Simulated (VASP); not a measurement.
# MgF2 (P4_2/mnm) in VASP: notebook, part 3 of 3

VASP 6.6.1.

## Step 6: Single point, r2SCAN

Contents of INCAR:

```
SYSTEM = MgF2
PREC     = Accurate       ! precision mode
ENCUT    = 520            ! plane-wave cutoff, eV
EDIFF    = 1E-6           ! SCF threshold, eV
ISMEAR   = 0              ! smearing method
SIGMA    = 0.02           ! smearing width, eV
LREAL    = .False.        ! projectors in reciprocal space
LASPH    = .True.         ! aspherical terms in the spheres
NELM     = 100            ! most SCF steps
ALGO     = Normal         ! electronic algorithm
ISIF     = 2              ! what is computed and relaxed
LWAVE    = .False.        ! write WAVECAR
LCHARG   = .False.        ! write CHGCAR
METAGGA  = R2SCAN         ! meta-GGA
LMIXTAU  = .True.
```

Contents of KPOINTS:

```
regular mesh
0
Gamma
  6 6 8
  0 0 0
```

Contents of POSCAR:

```
MgF2
1.0
    4.6238000000      0.0000000000      0.0000000000
    0.0000000000      4.6238000000      0.0000000000
    0.0000000000      0.0000000000      3.0533400000
Mg F
2 4
Direct
    0.5000000000      0.5000000000      0.5000000000
    0.0000000000      0.0000000000      0.0000000000
    0.6967800000      0.6967800000      0.0000000000
    0.8032200000      0.1967800000      0.5000000000
    0.3032200000      0.3032200000      1.0000000000
    0.1967800000      0.8032200000      0.5000000000
```

Potentials or basis: VASP PAW PBE potentials, release 64 (Mg, F).

The run is started by

```
cat potpaw_PBE.64/Mg/POTCAR potpaw_PBE.64/F/POTCAR > POTCAR
mpirun -np 1 vasp_std > vasp.out
```

OUTCAR:

```text
SYSTEM = MgF2
   PREC = Accurate
   ENCUT = 520
   EDIFF = 1E-6
   ISMEAR = 0
   LREAL = .False.
   LASPH = .True.
   NELM = 100
   ISIF = 2
   METAGGA = R2SCAN

 ion  position               nearest neighbor table
   1  0.500  0.500  0.500-   4 1.98   6 1.98   5 2.00   3 2.00   3 2.00   5 2.00   2 3.61   2 3.61
                             2 3.61   2 3.61   2 3.61   2 3.61   2 3.61   2 3.61
   2  0.000  0.000  0.000-   3 1.98   5 1.98   4 2.00   6 2.00   4 2.00   6 2.00   1 3.61   1 3.61
                             1 3.61   1 3.61   1 3.61   1 3.61   1 3.61   1 3.61
   3  0.697  0.697  0.000-   2 1.98   1 2.00   1 2.00
   4  0.803  0.197  0.500-   1 1.98   2 2.00   2 2.00
   5  0.303  0.303  0.000-   2 1.98   1 2.00   1 2.00
   6  0.197  0.803  0.500-   1 1.98   2 2.00   2 2.00

  LATTYP: Found a simple tetragonal cell.
 ALAT       =     4.6238000000
 C/A-ratio  =     0.6603529564

  Lattice vectors:

 A1 = (   4.6238000000,   0.0000000000,   0.0000000000)
 A2 = (   0.0000000000,   4.6238000000,   0.0000000000)
 A3 = (   0.0000000000,   0.0000000000,   3.0533400000)

Analysis of symmetry for initial positions (statically):
=====================================================================
 Subroutine PRICEL returns:
 Original cell was already a primitive cell.

 Routine SETGRP: Setting up the symmetry group for a
 simple tetragonal supercell.

 Subroutine GETGRP returns: Found 16 space group operations
 (whereof  8 operations were pure point group operations)
 out of a pool of 16 trial point group operations.

The static configuration has the point symmetry D_2h.
 The point group associated with its full space group is D_4h.

Analysis of symmetry for dynamics (positions and initial velocities):
=====================================================================
 Subroutine PRICEL returns:
 Original cell was already a primitive cell.

 Routine SETGRP: Setting up the symmetry group for a
 simple tetragonal supercell.

 Subroutine GETGRP returns: Found 16 space group operations
 (whereof  8 operations were pure point group operations)
 out of a pool of 16 trial point group operations.
[... 135 lines left out ...]
   METAGGA = R2SCAN    functional components
   LHFCALC =     F    Hartree Fock is set to
   AEXX    =    0.0000 exact exchange contribution
   IVDW    =     0    specifies the selected vdW correction
   LEPSILON=     F    determine dielectric tensor
   LRPA    =     F    only Hartree local field effects (RPA)
 non-spin polarized calculation
 Gauss-broadening in eV      SIGMA  =   0.02
  energy-cutoff  :      520.00
  volume of cell :       65.28
 maximum number of plane-waves:      1776
 NGX is ok and might be reduce to    36
   NGX = 17   NGY = 17   NGZ = 11

 number of electron      32.0000035 magnetization

 Free energy of the ion-electron system (eV)
  ---------------------------------------------------
  ext. energy  EPLUGINS =         0.00000000
  ---------------------------------------------------
  free energy    TOTEN  =       -43.83405782 eV

  energy without entropy =      -43.83405782  energy(sigma->0) =      -43.83405782

 E-fermi :  -1.6996     XC(G=0): -10.2422

 val. band max:       -1.8606506919   @ k =   0.0000   0.0000   0.0000
 cond. band min:       6.1422234407   @ k =   0.0000   0.0000   0.0000
 fundamental gap:      8.0028741326
 Fermi energy:        -1.6996009662

 k-point     1 :       0.0000    0.0000    0.0000
  band No.  band energies     occupation
      1     -23.7221      2.00000
      2     -22.9418      2.00000
      3     -22.9418      2.00000
      4     -22.8560      2.00000
      5      -5.8949      2.00000
      6      -4.3624      2.00000
[... 541 lines left out ...]
     19      13.7626      0.00000
     20      13.7626      0.00000

 [... further k-points ...]

------------------------ aborting loop because EDIFF is reached ----------------------------------------

  FORCE on cell =-STRESS in cart. coord.  units (eV):
  Direction    XX          YY          ZZ          XY          YZ          ZX
  --------------------------------------------------------------------------------------
  -------------------------------------------------------------------------------------
  Total       -0.5617560     -0.5617560     -0.7186806      0.0000000      0.0000000      0.0000000
  in kB      -13.7874859    -13.7874859    -17.6389725      0.0000000      0.0000000      0.0000000
  external PRESSURE =     -15.0713148 kB  Pullay stress =       0.0000000 kB

 VOLUME and BASIS-vectors are now :
 -----------------------------------------------------------------------------
  energy-cutoff  :      520.00
  volume of cell :       65.28
      direct lattice vectors                 reciprocal lattice vectors
     4.623800000  0.000000000  0.000000000     0.216272330  0.000000000  0.000000000
     0.000000000  4.623800000  0.000000000     0.000000000  0.216272330  0.000000000
     0.000000000  0.000000000  3.053340000     0.000000000  0.000000000  0.327510202

 POSITION                                       TOTAL-FORCE (eV/Angst)
 -----------------------------------------------------------------------------------
      2.31190      2.31190      1.52667         0.000000     -0.000000      0.000000
      0.00000      0.00000      0.00000         0.000000     -0.000000      0.000000
      3.22177      3.22177      0.00000         0.004088      0.004088      0.000000
      3.71393      0.90987      1.52667        -0.004088      0.004088      0.000000
      1.40203      1.40203      0.00000        -0.004088     -0.004088     -0.000000
      0.90987      3.71393      1.52667         0.004088     -0.004088      0.000000
 -----------------------------------------------------------------------------------
    total drift:                                0.000000      0.000000     -0.000000

  FREE ENERGIE OF THE ION-ELECTRON SYSTEM (eV)
  ---------------------------------------------------
  free  energy   TOTEN  =       -43.8340578190 eV

  energy  without entropy=      -43.8340578190  energy(sigma->0) =      -43.83405782
```

OSZICAR:

```text
N       E                     dE             d eps       ncg     rms          rms(c)
DAV:   1     0.188376211732E+03    0.18838E+03   -0.18916E+04  2088   0.154E+03
DAV:   2    -0.458715287812E+02   -0.23425E+03   -0.22617E+03  2596   0.348E+02
DAV:   3    -0.555562880022E+02   -0.96848E+01   -0.96608E+01  2336   0.745E+01
[... 11 lines left out ...]
DAV:  15    -0.438340279173E+02   -0.91066E-03   -0.37264E-04  2076   0.219E-01    0.486E-02
DAV:  16    -0.438340498130E+02   -0.21896E-04   -0.84239E-05  2240   0.787E-02    0.225E-02
DAV:  17    -0.438340418156E+02    0.79974E-05   -0.45886E-05  2092   0.625E-02    0.612E-03
DAV:  18    -0.438340531801E+02   -0.11365E-04   -0.65876E-06  2064   0.320E-02    0.330E-03
DAV:  19    -0.438340573013E+02   -0.41211E-05   -0.41593E-06  2108   0.205E-02    0.172E-03
DAV:  20    -0.438340578190E+02   -0.51772E-06   -0.25364E-07  1156   0.611E-03
   1 F= -.43834058E+02 E0= -.43834058E+02  d E =-.270587E-32
```

stdout:

```text
POSCAR found type information on POSCAR MgF
 POSCAR found :  2 types and       6 ions
 scaLAPACK will be used
 -----------------------------------------------------------------------------
|                                                                             |
|                                                                             |
|     You enforced a specific xc type in the INCAR file but a different       |
|     I HOPE YOU KNOW WHAT YOU ARE DOING!                                     |
|                                                                             |
 -----------------------------------------------------------------------------

 LDA part: xc-table for (None), standard interpolation
 POSCAR, INCAR and KPOINTS ok, starting setup
 FFT: planning ... GRIDC
 FFT: planning ... GRID_SOFT
 FFT: planning ... GRID
 WAVECAR not read
 entering main loop
```

Run time: 1.8 min. Hardware: 1 thread of Intel Xeon 6975P-C (Granite Rapids), shared host; peak memory 0.21 GiB.

What came out:

* Free energy: -43.8341 eV
* Pressure: -1.5 GPa
* Largest force: 0.006 eV/Å
* Band gap on the k mesh: 8.00 eV, direct

Forces on the atoms (eV/Å):
```
Mg   0.000  0.000  0.000
Mg   0.000  0.000  0.000
F    0.004  0.004  0.000
F   -0.004  0.004  0.000
F   -0.004 -0.004  0.000
F    0.004 -0.004  0.000
```

Stress tensor (GPa, compression positive):
```
-1.38  0.00  0.00
 0.00 -1.38  0.00
 0.00  0.00 -1.76
```

Caveat: the PAW data sets were made with another functional, which shifts forces and pressure a little.

## Step 7: Overview

| level | potentials or basis | k mesh | cutoff (eV) | smearing | further INCAR settings | gap on the mesh (eV) | pressure (GPa) |
| --- | --- | --- | --- | --- | --- | --- | --- |
| PBEsol | VASP PAW PBE potentials, release 64 (Mg, F) | 6 × 6 × 8 | 700 | gaussian 0.02 eV | ALGO = Fast; EDIFF = 1e-06 | 6.93 | -0.1 |
| PBEsol | VASP PAW PBE potentials, release 64 (Mg, F) | 8 × 8 × 12 | 520 | gaussian 0.02 eV | ALGO = Fast; EDIFF = 1e-06 | 6.92 | 0.1 |
| PBEsol | VASP PAW PBE potentials, release 64 (Mg, F) | 6 × 6 × 8 | 520 | gaussian 0.5 eV | ALGO = Fast; EDIFF = 1e-06 | 6.92 | 0.1 |
| PBEsol | VASP PAW PBE potentials, release 64 (Mg, F_h) | 6 × 6 × 8 | 900 | gaussian 0.02 eV | ALGO = Fast; EDIFF = 1e-06 | 6.93 | -0.7 |
| r2SCAN | VASP PAW PBE potentials, release 64 (Mg, F) | 6 × 6 × 8 | 520 | gaussian 0.02 eV | ALGO = Normal; EDIFF = 1e-06 | 8.00 | -1.5 |

Alike in all rows: task single point; no spin polarisation; cell as given.

Caveats: the PAW data sets were made with another functional, which shifts forces and pressure a little; the cutoff is under 1.25 times the usual one of these potentials, so pressure, stress and relaxed cells hold a basis-set (Pulay) error (some runs).

Total energies depend on the potentials used, so only differences within one code and one set of settings carry meaning.
